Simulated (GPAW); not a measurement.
# TePb (Fm-3m) in GPAW: settings compared, part 2 of 3

GPAW 26.7.0. The steps go on from the part before.

### 3 Band structure, revPBE, spin-orbit coupling, no magnetisation

run.py

```python
import numpy as np
from ase.dft.bandgap import bandgap
from ase.io import write
from ase.spacegroup import crystal
from ase.units import GPa
from gpaw import GPAW, PW
from gpaw.spinorbit import soc_eigenstates

# Pb 4a
# Te 4b
atoms = crystal(['Pb', 'Te'],
                basis=[[0.0, 0.0, 0.0],
                       [0.5, 0.0, 0.0]],
                spacegroup=225, setting=1,  # Fm-3m
                cellpar=[6.462, 6.462, 6.462, 90.0, 90.0, 90.0],
                primitive_cell=True)

calc = GPAW(mode=PW(600),
            xc='revPBE',
            kpts={'size': (6, 6, 6), 'gamma': True},
            occupations={'name': 'fermi-dirac', 'width': 0.05},
            nbands=19,
            convergence={'density': 1e-05, 'energy': 1e-05},
            maxiter=150,
            txt='gpaw.txt')
atoms.calc = calc
energy = atoms.get_potential_energy()
forces = atoms.get_forces()
stress = atoms.get_stress()
calc.write('gs.gpw')
write('result.traj', atoms)
print(f'Energy: {energy:.6f} eV')
print('Forces (eV/A):')
print(forces.round(4))
print('Stress (GPa):', (stress / GPa).round(3))
print('Fermi level:', round(calc.get_fermi_level(), 4), 'eV')
print(f'Gap: {bandgap(calc)[0]:.4f} eV, direct: {bandgap(calc, direct=True)[0]:.4f} eV')

path = atoms.cell.bandpath('GXWKGLUWLK,UX', npoints=60, eps=1e-4)
bs_calc = calc.fixed_density(kpts=path, symmetry='off', nbands=32,
                             convergence={'bands': 'CBM+6.0', 'eigenstates': 1e-6}, txt='bands.txt')
bs = bs_calc.band_structure()
bs.write('bs.json')
print(f'Gap on the path: {bandgap(bs_calc)[0]:.4f} eV')

soc = soc_eigenstates(bs_calc, theta=54.7, phi=45)
np.savetxt('soc_bands.dat', soc.eigenvalues(), fmt='%.4f')
mesh = soc_eigenstates('gs.gpw', theta=54.7, phi=45)
np.savetxt('soc_mesh.dat', mesh.eigenvalues(), fmt='%.4f')
print('Fermi level with spin-orbit coupling:', round(mesh.fermi_level, 4), 'eV')
```

Potentials or basis: the program's PAW data sets (release 1.2.1) made for this functional, pw.

Started as:

```sh
$ OMP_NUM_THREADS=1 python run.py
```

gpaw.txt:

```text
__  _  _
 | _ |_)|_||  |
 |__||  | ||/\| - 26.7.0

Input parameters:
  mode=PW(ecut=600.0),
  convergence={'density': 1e-05, 'energy': 1e-05},
  kpts=MonkhorstPack(size=(6, 6, 6), gamma=True),
  maxiter=150,
  nbands=19,
  occupations=Occupations(name='fermi-dirac', width=0.05),
  xc=XC(name='revPBE')

Diagonalizing LCAO Hamiltonian
Converting LCAO to pw mode

                 Te

       Pb

Atoms  # Å, Bohr magnetons
|   | symbol |        x |        y |        z |    initial magnetic moments |
|---|--------|----------|----------|----------|-----------------------------|
| 0 |     Pb | 0.000000 | 0.000000 | 0.000000 | ( 0.0000,  0.0000,  0.0000) |
| 1 |     Te | 3.231000 | 3.231000 | 3.231000 | ( 0.0000,  0.0000,  0.0000) |

Unit cell  # Å
| periodic |        x |        y |        z |  lengths |    angles |
|----------|----------|----------|----------|----------|-----------|
|      yes | 0.000000 | 3.231000 | 3.231000 | 4.569324 | 60.000000 |
|      yes | 3.231000 | 0.000000 | 3.231000 | 4.569324 | 60.000000 |
|      yes | 3.231000 | 3.231000 | 0.000000 | 4.569324 | 60.000000 |

Number of symmetries: 48
Symmetry operations  # r_c * U_cc + t_c -> r_c
|    | kind |            matrix            |
|----|------|------------------------------|
|  0 |  σ   |  1, 0, 0,  1, 0,-1,  1,-1, 0 |
|  1 |  C2  |  1, 0, 0,  1,-1, 0,  1, 0,-1 |
|  2 |  E   |  1, 0, 0,  0, 1, 0,  0, 0, 1 |
|  3 |  σ   |  1, 0, 0,  0, 0, 1,  0, 1, 0 |
|  4 |  C4  |  1, 0,-1,  1, 0, 0,  1,-1, 0 |
|  5 |  S6  |  1, 0,-1,  1,-1, 0,  1, 0, 0 |
|  6 |  σ   |  1, 0,-1,  0, 1,-1,  0, 0,-1 |
[... 170 lines left out ...]
- Maximum integral of absolute [eigenst]ate change: 4e-08 eV^2 / valence electron
maximum number of iterations: 150

SCF iterations
|iter     | |      energy | eigst |  dens |
|---------|-|-------------|-------|-------|
|iter:   1| |   -7.281579 | -0.16 |       |
|iter:   2| |   -7.259661 | -1.97 | -1.35 |
|iter:   3| |   -7.173942 | -2.07 | -1.39 |
|iter:   4| |   -7.176714 | -3.71 | -1.99 |
|iter:   5| |   -7.177472 | -4.23 | -2.41 |
|iter:   6| |   -7.177491 | -5.64 | -3.28 |
|iter:   7| |   -7.177493c| -6.64 | -3.85 |
|iter:   8| |   -7.177493c| -7.63c| -4.57 |
|iter:   9| |   -7.177493c| -7.84c| -5.40c|

Converged in 9 steps
Energy contributions relative to reference atoms: (reference = -752082.883393)

Energy contributions:
  Kinetic:          21.662517
  Coulomb:         -21.814424
  Zero:              0.136194
  External:          0.000000
  Xc:               -7.161769
  Entropy:          -0.000020
  Spinorbit:         0.000000
  ----------------------------
  Free energy:      -7.177503
  Extrapolated:     -7.177493

dipole moment: (-27.286445, -27.286445, -27.286445)  # |e|*Ang

Fermi level: 6.155
Eigenvalues  # (at kpt = [0.000, 0.000, 0.000])
| band index |      eig [eV] | occ [0-2] |
|------------|---------------|-----------|
|          0 |       -11.013 |     2.000 |
|        ... |               |           |
|          2 |       -11.002 |     2.000 |
|          3 |       -11.002 |     2.000 |
|          4 |       -11.002 |     2.000 |
|          5 |        -6.228 |     2.000 |
|          6 |         0.255 |     2.000 |
|          7 |         4.382 |     2.000 |
[... 9 lines left out ...]
|         17 |        13.467 |     0.000 |
|         18 |        13.791 |     0.000 |

Gap: 0.736 eV
Transition (v -> c):
  (s=0, k=15, n=9, [0.50, 0.50, 0.50]) -> (s=0, k=15, n=10, [0.50, 0.50, 0.50])
No difference between direct/indirect transitions

Forces  # eV/Ang
|       x |       y |        z |
|---------|---------|----------|
| 0.00000 | 0.00000 | -0.00000 |  # Pb   0
| 0.00000 | 0.00000 |  0.00000 |  # Te   1

Stress tensor  # eV/Ang^3
|         x |         y |         z |
|-----------|-----------|-----------|
| -0.018473 |  0.000000 |  0.000000 |
|  0.000000 | -0.018473 | -0.000000 |
|  0.000000 | -0.000000 | -0.018473 |

# Writing to gs.gpw (mode='')
```

stdout:

```text
Energy: -7.177493 eV
Forces (eV/A):
[[ 0.  0. -0.]
 [ 0.  0.  0.]]
Stress (GPa): [-2.96 -2.96 -2.96 -0.    0.    0.  ]
Fermi level: 6.1551 eV
Gap: 0.7362 eV, direct: 0.7362 eV
Gap on the path: 0.7362 eV
Fermi level with spin-orbit coupling: 5.816 eV
```

bands.txt:

```text
Diagonalizing LCAO Hamiltonian
Converting LCAO to pw mode
convergence criteria:
- Maximum integral of absolute [eigenst]ate change: 1e-06 eV^2 / valence electron
maximum number of iterations: 150

SCF iterations
|iter     | |      energy | eigst |  dens |
|---------|-|-------------|-------|-------|
|iter:   1| |             | +0.15 |       |
[... 67 lines left out ...]
         [0.41071429, 0.41071429, 0.67857143],
         [0.39285714, 0.39285714, 0.71428571],
         [0.375     , 0.375     , 0.75      ],
         [0.625     , 0.25      , 0.625     ],
         [0.59375   , 0.1875    , 0.59375   ],
         [0.5625    , 0.125     , 0.5625    ],
         [0.53125   , 0.0625    , 0.53125   ],
         [0.5       , 0.        , 0.5       ]])),
  maxiter=150,
  nbands=32,
  occupations=Occupations(name='fermi-dirac', width=0.05),
  symmetry=Symmetry(point_group=False, time_reversal=False),
  xc=XC(name='revPBE')
```

Wall time 41 s (1 thread of AMD EPYC 9R14 (Zen 4), shared host); peak memory 0.31 GiB.

What came out:

```
Free energy             : -7.1775 eV
Pressure                : 3.0 GPa
Band gap on the k mesh  : 0.19 eV, indirect (least direct gap 0.31 eV)
Band gap along the path : 0.14 eV, indirect (least direct gap 0.30 eV)
```

Levels at the corners of the path, in eV from the valence-band top:
```tsv
point	band 17	band 18	band 19	band 20	band 21	band 22	band 23	band 24
Γ	-0.93	-0.93	-0.92	-0.92	2.31	2.33	4.97	4.97
X	-3.25	-3.25	-2.40	-2.40	3.38	3.38	4.37	4.37
W	-3.77	-3.77	-0.33	-0.33	1.51	1.51	5.27	5.27
K	-2.63	-2.62	-1.81	-1.81	2.97	2.97	4.20	4.20
Γ	-0.93	-0.93	-0.92	-0.92	2.31	2.33	4.97	4.97
L	-0.60	-0.60	-0.22	-0.22	0.16	0.16	1.44	1.44
U	-2.62	-2.62	-1.81	-1.81	2.97	2.97	4.20	4.20
W	-3.77	-3.77	-0.33	-0.33	1.51	1.51	5.27	5.27
L	-0.60	-0.60	-0.22	-0.22	0.16	0.16	1.44	1.44
K	-2.63	-2.62	-1.81	-1.81	2.97	2.97	4.20	4.20
U	-2.62	-2.62	-1.81	-1.81	2.97	2.97	4.20	4.20
X	-3.25	-3.25	-2.40	-2.40	3.38	3.38	4.37	4.37
```

Caveat: spin-orbit coupling was added after a scalar SCF, so levels and gaps hold it while energy, forces, pressure and moments don't; this program's spin-orbit splittings come out too wide for heavy elements.

### 4 Equation of state, vdW-DF2

run.py

```python
from ase.eos import EquationOfState
from ase.io import Trajectory, read
from ase.units import GPa
from gpaw import GPAW, PW

atoms = read('POSCAR')

traj = Trajectory('eos.traj', 'w')
volumes, energies = [], []
for x in [0.94, 0.96, 0.98, 1.0, 1.02, 1.04, 1.06]:
    a = atoms.copy()
    a.set_cell(atoms.cell * x**(1 / 3), scale_atoms=True)
    calc = GPAW(mode=PW(600),
                xc={'name': 'vdW-DF2', 'backend': 'libvdwxc'},
                kpts={'size': (6, 6, 6), 'gamma': True},
                occupations={'name': 'fermi-dirac', 'width': 0.05},
                nbands=19,
                convergence={'density': 1e-05, 'energy': 1e-05},
                maxiter=150,
                txt=f'eos-{x:.2f}.txt')
    a.calc = calc
    energies.append(a.get_potential_energy(force_consistent=True))
    volumes.append(a.get_volume())
    calc.write(f'eos-{x:.2f}.gpw')
    traj.write(a)
    print(f'{x:.2f} {volumes[-1]:10.4f} A^3 {energies[-1]:14.6f} eV', flush=True)

v0, e0, B = EquationOfState(volumes, energies, eos='birchmurnaghan').fit()
print(f'V0 = {v0:.4f} A^3, E0 = {e0:.6f} eV, B0 = {B / GPa:.2f} GPa')
```

POSCAR

```
TePb
1.0
    0.0000000000      3.2310000000      3.2310000000
    3.2310000000      0.0000000000      3.2310000000
    3.2310000000      3.2310000000      0.0000000000
Pb Te
1 1
Direct
    0.0000000000      0.0000000000      0.0000000000
    0.5000000000      0.5000000000      0.5000000000
```

Potentials or basis: GPAW PAW data sets (gpaw-data 1.2.1), pw.

Started as:

```sh
$ OMP_NUM_THREADS=1 python run.py
```

Standard output:

```text
__  _  _
 | _ |_)|_||  |
 |__||  | ||/\| - 26.7.0

Input parameters:
  mode=PW(ecut=600.0),
  convergence={'density': 1e-05, 'energy': 1e-05},
  kpts=MonkhorstPack(size=(6, 6, 6), gamma=True),
  maxiter=150,
  nbands=19,
  occupations=Occupations(name='fermi-dirac', width=0.05),
  xc=XC(name='vdW-DF2', backend='libvdwxc')

Diagonalizing LCAO Hamiltonian
Converting LCAO to pw mode

                 Te

       Pb

Atoms  # Å, Bohr magnetons
|   | symbol |        x |        y |        z |    initial magnetic moments |
|---|--------|----------|----------|----------|-----------------------------|
| 0 |     Pb | 0.000000 | 0.000000 | 0.000000 | ( 0.0000,  0.0000,  0.0000) |
| 1 |     Te | 3.187332 | 3.187332 | 3.187332 | ( 0.0000,  0.0000,  0.0000) |

Unit cell  # Å
| periodic |        x |        y |        z |  lengths |    angles |
|----------|----------|----------|----------|----------|-----------|
|      yes | 0.000000 | 3.187332 | 3.187332 | 4.507569 | 60.000000 |
|      yes | 3.187332 | 0.000000 | 3.187332 | 4.507569 | 60.000000 |
|      yes | 3.187332 | 3.187332 | 0.000000 | 4.507569 | 60.000000 |

Number of symmetries: 48
Symmetry operations  # r_c * U_cc + t_c -> r_c
|    | kind |            matrix            |
|----|------|------------------------------|
|  0 |  σ   |  1, 0, 0,  1, 0,-1,  1,-1, 0 |
|  1 |  C2  |  1, 0, 0,  1,-1, 0,  1, 0,-1 |
|  2 |  E   |  1, 0, 0,  0, 1, 0,  0, 0, 1 |
|  3 |  σ   |  1, 0, 0,  0, 0, 1,  0, 1, 0 |
|  4 |  C4  |  1, 0,-1,  1, 0, 0,  1,-1, 0 |
|  5 |  S6  |  1, 0,-1,  1,-1, 0,  1, 0, 0 |
|  6 |  σ   |  1, 0,-1,  0, 1,-1,  0, 0,-1 |
|  7 |  C3  |  1, 0,-1,  0, 0,-1,  0, 1,-1 |
|  8 |  S6  |  1,-1, 0,  1, 0, 0,  1, 0,-1 |
|  9 |  C4  |  1,-1, 0,  1, 0,-1,  1, 0, 0 |
| 10 |  C3  |  1,-1, 0,  0,-1, 1,  0,-1, 0 |
| 11 |  σ   |  1,-1, 0,  0,-1, 0,  0,-1, 1 |
| 12 |  σ   |  0, 1, 0,  1, 0, 0,  0, 0, 1 |
| 13 |  C4  |  0, 1, 0,  0, 1,-1, -1, 1, 0 |
| 14 |  C3  |  0, 1, 0,  0, 0, 1,  1, 0, 0 |
| 15 |  S6  |  0, 1, 0, -1, 1, 0,  0, 1,-1 |
| 16 |  C2  |  0, 1,-1,  1, 0,-1,  0, 0,-1 |
| 17 |  σ   |  0, 1,-1,  0, 1, 0, -1, 1, 0 |
| 18 |  S4  |  0, 1,-1,  0, 0,-1,  1, 0,-1 |
| 19 |  C4  |  0, 1,-1, -1, 1, 0,  0, 1, 0 |
| 20 |  C3  |  0, 0, 1,  1, 0, 0,  0, 1, 0 |
| 21 |  σ   |  0, 0, 1,  0, 1, 0,  1, 0, 0 |
| 22 |  S6  |  0, 0, 1,  0,-1, 1, -1, 0, 1 |
| 23 |  C4  |  0, 0, 1, -1, 0, 1,  0,-1, 1 |
| 24 |  S4  |  0, 0,-1,  1, 0,-1,  0, 1,-1 |
| 25 |  C3  |  0, 0,-1,  0, 1,-1,  1, 0,-1 |
| 26 |  C2  |  0, 0,-1,  0,-1, 0, -1, 0, 0 |
| 27 |  S6  |  0, 0,-1, -1, 0, 0,  0,-1, 0 |
| 28 |  S4  |  0,-1, 1,  1,-1, 0,  0,-1, 0 |
| 29 |  C4  |  0,-1, 1,  0, 0, 1, -1, 0, 1 |
| 30 |  C2  |  0,-1, 1,  0,-1, 0,  1,-1, 0 |
[... 92 lines left out ...]
    Z:       52.0
    valence: 6
    core:    46
    charge:  0.0  # [|e|]
    compensation charges:
      type: gauss
      rc: 0.36  # [Å]
      lmax: 2
    cutoffs:
      filter: 2.09  # [Å]
      core: 3.17  # [Å]
    projectors
    | kind |    occ | energy [eV] | rcut [Å] |
    |------|--------|-------------|----------|
    |   5s |  2.000 |     -15.089 |    1.180 |
    |   5p |  4.000 |      -5.955 |    1.196 |
    |    s |        |      12.123 |    1.180 |
    |    p |        |      21.256 |    1.196 |
    |    d |        |       0.000 |    1.238 |

    Using partial waves for Te as LCAO basis

Reference energy: -752065.146798  # eV

eigensolver:
  PPCG
  Converge bands: occupied
  niter=2

density mixing:
  MSR1-Mixer
  Pratt-step length: 0.05
  Maximum mixing coefficient: 0.75
  Old densities: 10
  SVD Regularization: 0.005
  Good broyden scale: 1.0
  Trust region scale: 1.0
  Backstep threshold: 4.0
  History deletion threshold: 6.0
  Fourier metric: weight=20.0, sigma=0.015

occupation numbers:
  Fermi-Dirac:
    width: 0.0500  # eV

poisson solver:
  ecut: 4800.0  # eV

xc functional:
  name: vdW-DF2 with libvdwxc
  Mode: serial
  Semilocal: GGA_X_RPW86+LDA_C_PW with 2 nearest neighbor stencil
  Local blocksize: 54 x 54 x 54
  PAW datasets: PBE

convergence criteria:
- Maximum integral of absolute [dens]ity change: 1e-05 electrons / valence electron
- Maximum [total energy] change in last 3 cyles: 1e-05 eV / valence electron
- Maximum integral of absolute [eigenst]ate change: 4e-08 eV^2 / valence electron
maximum number of iterations: 150

SCF iterations
|iter     | |      energy | eigst |  dens |
|---------|-|-------------|-------|-------|
|iter:   1| | -295.885127 | -0.00 |       |
|iter:   2| | -295.857291 | -2.00 | -1.30 |
|iter:   3| | -295.749900 | -1.76 | -1.35 |
|iter:   4| | -295.752694 | -2.95 | -1.95 |
|iter:   5| | -295.753865 | -4.00 | -2.33 |
|iter:   6| | -295.753980 | -4.96 | -3.03 |
|iter:   7| | -295.753986c| -6.34 | -3.72 |
|iter:   8| | -295.753986c| -7.49c| -4.24 |
|iter:   9| | -295.753986c| -7.66c| -5.04c|

Converged in 9 steps
Energy contributions relative to reference atoms: (reference = -752065.146798)

Energy contributions:
  Kinetic:          17.726963
  Coulomb:         -16.241318
  Zero:             -0.642356
  External:          0.000000
  Xc:             -296.597259
  Entropy:          -0.000032
  Spinorbit:         0.000000
  ----------------------------
  Free energy:    -295.754002
  Extrapolated:   -295.753986

dipole moment: (-26.710532, -26.710532, -26.710532)  # |e|*Ang

Fermi level: 6.763
Eigenvalues  # (at kpt = [0.000, 0.000, 0.000])
| band index |      eig [eV] | occ [0-2] |
|------------|---------------|-----------|
|          0 |       -10.663 |     2.000 |
|        ... |               |           |
|          2 |       -10.639 |     2.000 |
|          3 |       -10.639 |     2.000 |
|          4 |       -10.639 |     2.000 |
|          5 |        -5.963 |     2.000 |
|          6 |         0.852 |     2.000 |
|          7 |         4.849 |     2.000 |
[... 9 lines left out ...]
|         17 |        14.562 |     0.000 |
|         18 |        14.661 |     0.000 |

Gap: 0.681 eV
Transition (v -> c):
  (s=0, k=15, n=9, [0.50, 0.50, 0.50]) -> (s=0, k=15, n=10, [0.50, 0.50, 0.50])
No difference between direct/indirect transitions
# Writing to eos-0.96.gpw (mode='')
```

stdout:

```text
0.94    63.4116 A^3    -295.667195 eV
0.96    64.7608 A^3    -295.754002 eV
0.98    66.1100 A^3    -295.828217 eV
1.00    67.4592 A^3    -295.891001 eV
1.02    68.8083 A^3    -295.943407 eV
1.04    70.1575 A^3    -295.986547 eV
1.06    71.5067 A^3    -296.021155 eV
<dir> UserWarning: The minimum volume of your fit is not in your volumes.  You may not have a minimum in your dataset!
  warnings.warn(
V0 = 78.3047 A^3, E0 = -296.092198 eV, B0 = 32.65 GPa
```

eos-0.94.txt:

```text
SCF iterations
|iter     | |      energy | eigst |  dens |
|---------|-|-------------|-------|-------|
|iter:   1| | -295.791421 | +0.00 |       |
|iter:   2| | -295.765817 | -2.00 | -1.31 |
|iter:   3| | -295.663441 | -1.77 | -1.35 |
|iter:   4| | -295.665943 | -2.97 | -1.96 |
[... 30 lines left out ...]
|          2 |       -10.389 |     2.000 |
|          3 |       -10.389 |     2.000 |
|          4 |       -10.389 |     2.000 |
|          5 |        -5.853 |     2.000 |
|          6 |         1.205 |     2.000 |
|          7 |         5.059 |     2.000 |
[... 9 lines left out ...]
|         17 |        14.957 |     0.000 |
|         18 |        14.966 |     0.000 |

Gap: 0.636 eV
Transition (v -> c):
  (s=0, k=15, n=9, [0.50, 0.50, 0.50]) -> (s=0, k=15, n=10, [0.50, 0.50, 0.50])
No difference between direct/indirect transitions
# Writing to eos-0.94.gpw (mode='')
```

Wall time 69 s (1 thread of AMD EPYC 9R14 (Zen 4), shared host); peak memory 0.41 GiB.

What came out:

| Item | Value |
| --- | --- |
| Equilibrium volume | 39.15 Å³/atom (rough: see the caveat) |
| Bulk modulus | 33 GPa (rough) |

Energy against volume, from the lowest point:
| volume (Å³/atom) | energy (meV/atom) |
| --- | --- |
| 31.706 | 176.98 |
| 32.380 | 133.58 |
| 33.055 | 96.47 |
| 33.730 | 65.08 |
| 34.404 | 38.87 |
| 35.079 | 17.30 |
| 35.753 | 0.00 |

Caveat: the minimum lies outside the volumes run; the PAW data sets were made with another functional, which shifts forces and pressure a little. The run has no spin-orbit coupling, so splittings on Pb, Te are missing.

(Part 2 of 3 ends here.)
